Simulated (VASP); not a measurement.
# BN (Pnma) in VASP: notebook

The runs below take BN through single point, with LDA.

Everything below comes from runs of VASP 6.6.1. Logs are shortened: lines on timing, memory, paths and dates and some standing lists are left out, and cuts for length are marked.

### Step 1. The undisturbed crystal

The structure is orthorhombic, space group Pnma (No. 62). The conventional cell has a = 4.880 Å, b = 2.591 Å, c = 4.292 Å, α = 90.00°, β = 90.00°, γ = 90.00°. Around N (site symmetry m) lie 4 B at 1.51 to 1.65 Å. B (site symmetry m) is surrounded by 4 N at 1.51 to 1.65 Å.

Measurements of this composition are mostly on another form, of space group No. 194.

### Step 2. Single point, LDA

File INCAR:

```
PREC = Accurate
ENCUT = 460
EDIFF = 1E-7
ISMEAR = 0
SIGMA = 0.05
LREAL = False
LASPH = True
NELM = 100
ALGO = Normal
ISIF = 2
LWAVE = False
LCHARG = False
NBANDS = 26
ADDGRID = False
```

File KPOINTS:

```
Automatic mesh
0
Gamma
  2 4 3
```

File POSCAR:

```
BN
1.0
    4.8800890000      0.0000000000      0.0000000000
    0.0000000000      2.5914640000      0.0000000000
    0.0000000000      0.0000000000      4.2920490000
N B
4 4
Direct
    0.3126810000      0.7789050000      0.1007580000
    0.6862050000      0.2199960000      0.9104900000
    0.1885540000      0.2516410000      0.5901280000
    0.8143530000      0.7609560000      0.4059790000
    0.3484130000      0.2497860000      0.9057480000
    0.1724810000      0.7260260000      0.4021060000
    0.8489350000      0.2255820000      0.5905950000
    0.6397780000      0.7695720000      0.0911510000
```

Potentials or basis: VASP PAW LDA potentials, release 64 (N, B).

Command:

```bash
$ cat potpaw_LDA.64/N/POTCAR potpaw_LDA.64/B/POTCAR > POTCAR
$ mpirun -np 1 vasp_std > vasp.out
```

OUTCAR:

```text
PREC = Accurate
   ENCUT = 460
   EDIFF = 1E-7
   ISMEAR = 0
   LREAL = False
   LASPH = True
   NELM = 100
   ISIF = 2

 Found     14 irreducible k-points:

 Following reciprocal coordinates:
            Coordinates               Weight
  0.000000  0.000000  0.000000      1.000000
  0.500000  0.000000  0.000000      1.000000
  0.000000  0.250000  0.000000      2.000000
  0.500000  0.250000  0.000000      2.000000
  0.000000  0.500000  0.000000      1.000000
  0.500000  0.500000  0.000000      1.000000
   k-points           NKPTS =     14   k-points in BZ     NKDIM =     14   number of bands    NBANDS=     26
   number of dos      NEDOS =    301   number of ions     NIONS =      8
   total plane-waves  NPLWV =  19440
   dimension x,y,z NGX =    36 NGY =   18 NGZ =   30
   dimension x,y,z NGXF=    72 NGYF=   36 NGZF=   60
   ions per type =               4   4
   NGX,Y,Z   is equivalent  to a cutoff of  12.26, 11.55, 11.62 a.u.
   NGXF,Y,Z  is equivalent  to a cutoff of  24.53, 23.09, 23.24 a.u.
 SYSTEM =  unknown system
   PREC   = accura    normal or accurate (medium, high low for compatibility)
   ISTART =      0    job   : 0-new  1-cont  2-samecut
   ICHARG =      2    charge: 1-file 2-atom 10-const
   ISPIN  =      1    spin polarized calculation?
   LNONCOLLINEAR =      F non collinear calculations
   LSORBIT =      F    spin-orbit coupling
   LASPH  =      T    aspherical Exc in radial PAW
   ENCUT  =  460.0 eV  33.81 Ry    5.81 a.u.   8.53  4.53  7.51*2*pi/ulx,y,z
   NELM   =    100;   NELMIN=  2; NELMDL= -5     # of ELM steps
   EDIFF  = 0.1E-06   stopping-criterion for ELM
   LREAL  =      F    real-space projection
   EDIFFG = 0.1E-05   stopping-criterion for IOM
   NSW    =      0    number of steps for IOM
   IBRION =     -1    ionic relax: 0-MD 1-quasi-New 2-CG
   NFREE  =      0    steps in history (QN), initial steepest desc. (CG)
   ISIF   =      2    stress and relaxation
   ISYM   =      2    0-nonsym 1-usesym 2-fastsym
   POTIM  = 0.5000    time-step for ionic-motion
   TEBEG  =    0.0;   TEEND  =   0.0 temperature during run
   PSTRESS=    0.0 pullay stress
   NELECT =      32.0000    total number of electrons
   NUPDOWN=      -1.0000    fix difference up-down
   EMIN   =  10.00;   EMAX   =-10.00  energy-range for DOS
   EFERMI =   0.00;   METHOD = LEGACY
   ISMEAR =     0;   SIGMA  =   0.05  broadening in eV -4-tet -1-fermi 0-gaus
   EFERMI_NEDOS =   21; number of points for ismear=-14 and -15
   IALGO  =     38    algorithm
   IMIX   =      4    mixing-type and parameters
     AMIX     =   0.40;   BMIX     =  1.00
     AMIX_MAG =   1.60;   BMIX_MAG =  1.00
  volume/ion in A,a.u.               =       6.78        45.79
  Fermi-wavevector in a.u.,A,eV,Ry     =   1.372711  2.594047 25.637923  1.884334
  Thomas-Fermi vector in A             =   2.498293
   LORBIT       =      0    0 simple, 1 ext, 2 COOP (PROOUT), +10 PAW based schemes
   GGA     = CA    functional components
   LHFCALC =     F    Hartree Fock is set to
   AEXX    =    0.0000 exact exchange contribution
   IVDW    =     0    specifies the selected vdW correction
   LEPSILON=     F    determine dielectric tensor
   LRPA    =     F    only Hartree local field effects (RPA)
 non-spin polarized calculation
 Gauss-broadening in eV      SIGMA  =   0.05
  energy-cutoff  :      460.00
  volume of cell :       54.28
 maximum number of plane-waves:      1239
 NGX is ok and might be reduce to    36
   NGX = 17   NGY =  9   NGZ = 15

 number of electron      31.9999997 magnetization

 Free energy of the ion-electron system (eV)
  ---------------------------------------------------
  ext. energy  EPLUGINS =         0.00000000
  ---------------------------------------------------
  free energy    TOTEN  =       -74.81798298 eV

  energy without entropy =      -74.81798298  energy(sigma->0) =      -74.81798298

 E-fermi :   5.9292     XC(G=0): -12.1737

 val. band max:        5.6411941074   @ k =   0.0000   0.0000   0.0000
 cond. band min:      10.9962803060   @ k =   0.5000   0.0000   0.3333
 fundamental gap:      5.3550861987
 Fermi energy:         5.9291583470

 k-point     1 :       0.0000    0.0000    0.0000
  band No.  band energies     occupation
      1     -14.0517      2.00000
      2     -11.4304      2.00000
      3     -10.4044      2.00000
      4      -8.3407      2.00000
      5      -3.2190      2.00000
      6      -2.8634      2.00000
      7      -1.7272      2.00000
      8      -1.2965      2.00000
      9       0.2413      2.00000
     10       1.3900      2.00000
     11       2.4642      2.00000
     12       2.8118      2.00000
     13       4.4289      2.00000
     14       5.2067      2.00000
     15       5.5025      2.00000
     16       5.6412      2.00000
     17      11.9231      0.00000
     18      12.2232      0.00000
     19      13.2510      0.00000
     20      13.5293      0.00000
     21      13.8264      0.00000
     22      14.3990      0.00000
     23      15.0068      0.00000
     24      16.3463      0.00000
     25      16.5906      0.00000
     26      17.6497      0.00000

 k-point     2 :       0.5000    0.0000    0.0000
  band No.  band energies     occupation
      1     -13.4710      2.00000
      2     -12.7888      2.00000
      3      -9.2297      2.00000
      4      -8.7317      2.00000
      5      -3.9171      2.00000
      6      -3.3048      2.00000
      7      -0.5126      2.00000
      8      -0.1021      2.00000
      9       0.7429      2.00000
     10       1.0835      2.00000
     11       2.3761      2.00000
     12       3.0984      2.00000
     13       4.0055      2.00000
     14       4.4675      2.00000
     15       4.7402      2.00000
     16       5.3218      2.00000
     17      11.1009      0.00000
     18      11.3454      0.00000
     19      13.2607      0.00000
     20      13.5806      0.00000
     21      13.9694      0.00000
     22      14.6272      0.00000
     23      15.3501      0.00000
     24      16.3235      0.00000
     25      16.5998      0.00000
     26      16.8591      0.00000

 k-point     3 :       0.0000    0.2500    0.0000
  band No.  band energies     occupation
      1     -13.1244      2.00000
      2     -10.6677      2.00000
      3      -9.7768      2.00000
      4      -8.2708      2.00000
      5      -3.2168      2.00000
      6      -2.4853      2.00000
      7      -1.5235      2.00000
      8      -1.2035      2.00000
      9      -0.7458      2.00000
     10      -0.4387      2.00000
     11       0.3957      2.00000
     12       1.9500      2.00000
     13       2.3228      2.00000
     14       3.4916      2.00000
     15       4.2359      2.00000
     16       5.2729      2.00000
     17      12.6286      0.00000
     18      13.2370      0.00000
     19      13.6946      0.00000
     20      14.4930      0.00000
     21      15.0195      0.00000
     22      15.6520      0.00000
     23      16.5874      0.00000
     24      16.8619      0.00000
     25      16.9843      0.00000
     26      18.3127      0.00000

 k-point     4 :       0.5000    0.2500    0.0000
  band No.  band energies     occupation
      1     -12.5865      2.00000
      2     -11.9003      2.00000
      3      -8.9329      2.00000
      4      -8.4107      2.00000
      5      -3.2310      2.00000
      6      -2.5901      2.00000
      7      -2.2171      2.00000
      8      -1.7984      2.00000
      9       0.3300      2.00000
     10       0.5897      2.00000
     11       1.3505      2.00000
     12       1.7783      2.00000
     13       2.4486      2.00000
     14       2.8555      2.00000
     15       3.9522      2.00000
     16       4.5276      2.00000
     17      11.3894      0.00000
     18      12.1030      0.00000
     19      14.3108      0.00000
     20      14.6757      0.00000
     21      15.4783      0.00000
     22      15.8952      0.00000
     23      16.3662      0.00000
     24      17.0122      0.00000
     25      17.4156      0.00000
     26      18.0931      0.00000

 k-point     5 :       0.0000    0.5000    0.0000
  band No.  band energies     occupation
      1     -10.9852      2.00000
      2     -10.2392      2.00000
      3      -9.2258      2.00000
      4      -8.9642      2.00000
      5      -3.4206      2.00000
      6      -3.2923      2.00000
      7      -2.4541      2.00000
      8      -2.1507      2.00000
      9      -0.4771      2.00000
     10       0.3583      2.00000
     11       0.6041      2.00000
     12       0.9754      2.00000
     13       1.2195      2.00000
     14       1.7387      2.00000
     15       3.1941      2.00000
     16       3.6980      2.00000
     17      11.4210      0.00000
     18      11.7733      0.00000
     19      13.5839      0.00000
     20      14.4200      0.00000
     21      16.2847      0.00000
     22      16.5761      0.00000
     23      17.6124      0.00000
     24      17.8911      0.00000
     25      18.4729      0.00000
     26      19.0772      0.00000

 k-point     6 :       0.5000    0.5000    0.0000
  band No.  band energies     occupation
      1     -10.6973      2.00000
      2      -9.9052      2.00000
      3      -9.8293      2.00000
      4      -9.2299      2.00000
      5      -3.0845      2.00000
      6      -2.9411      2.00000
      7      -2.5947      2.00000
      8      -2.3092      2.00000
      9      -0.3454      2.00000
     10      -0.1929      2.00000
     11       0.2354      2.00000
     12       0.4844      2.00000
     13       2.1522      2.00000
     14       2.7386      2.00000
     15       3.0045      2.00000
     16       3.5345      2.00000
     17      12.1025      0.00000
     18      12.5532      0.00000
     19      12.8281      0.00000
     20      13.4082      0.00000
     21      15.6843      0.00000
     22      15.8830      0.00000
     23      16.2737      0.00000
     24      16.6056      0.00000
     25      18.5185      0.00000
     26      18.7387      0.00000

 [... further k-points ...]

------------------------ aborting loop because EDIFF is reached ----------------------------------------

  FORCE on cell =-STRESS in cart. coord.  units (eV):
  Direction    XX          YY          ZZ          XY          YZ          ZX
  --------------------------------------------------------------------------------------
  -------------------------------------------------------------------------------------
  Total       -5.1548389     -0.8583382     -2.2539434      1.2584940     -2.0275657     -0.7050448
  in kB     -152.1556512    -25.3356134    -66.5297648     37.1470347    -59.8477629    -20.8108442
  external PRESSURE =     -81.3403431 kB  Pullay stress =       0.0000000 kB

 VOLUME and BASIS-vectors are now :
 -----------------------------------------------------------------------------
  energy-cutoff  :      460.00
  volume of cell :       54.28
      direct lattice vectors                 reciprocal lattice vectors
     4.880089000  0.000000000  0.000000000     0.204914296  0.000000000  0.000000000
     0.000000000  2.591464000  0.000000000     0.000000000  0.385882266  0.000000000
     0.000000000  0.000000000  4.292049000     0.000000000  0.000000000  0.232988952

 POSITION                                       TOTAL-FORCE (eV/Angst)
 -----------------------------------------------------------------------------------
      1.52591      2.01850      0.43246         0.697635     -2.349564     -0.636623
      3.34874      0.57011      3.90787        -0.432205      3.498172     -2.423463
      0.92016      0.65212      2.53286         0.499351     -1.346843      1.817707
      3.97412      1.97199      1.74248        -0.173907     -2.448114     -1.417759
      1.70029      0.64731      3.88751        -0.859514      1.306247     -1.226795
      0.84172      1.88147      1.72586        -1.373374      2.175490      0.047058
      4.14288      0.58459      2.53486        -0.690400      2.118475      1.264534
      3.12217      1.99432      0.39122         2.332412     -2.953863      2.575340
 -----------------------------------------------------------------------------------
    total drift:                                0.000092     -0.000132      0.000010

  FREE ENERGIE OF THE ION-ELECTRON SYSTEM (eV)
  ---------------------------------------------------
  free  energy   TOTEN  =       -74.8179829834 eV

  energy  without entropy=      -74.8179829834  energy(sigma->0) =      -74.81798298
```

Wall time 12 s (1 thread of Intel Xeon Platinum 8259CL at 2.50GHz (Skylake/Cascade Lake), shared host); peak memory 0.13 GiB.

These settings aren't checked as converged: the numbers below hold their error.

Results:

| Quantity | Value |
| --- | --- |
| Free energy | -74.8180 eV |
| Pressure | -8.1 GPa |
| Largest force | 4.560 eV/Å |
| Band gap on the k mesh | 5.36 eV, indirect (least direct gap 5.78 eV) |

Caveat: the k mesh is coarse (spacing up to 0.64 Å⁻¹), so the values aren't converged; the cutoff is under 1.25 times the usual one of these potentials, so pressure, stress and relaxed cells hold a basis-set (Pulay) error; an odd mesh through Γ misses points on the zone boundary, where band edges often lie.

(Continued in part 2 of 2.)
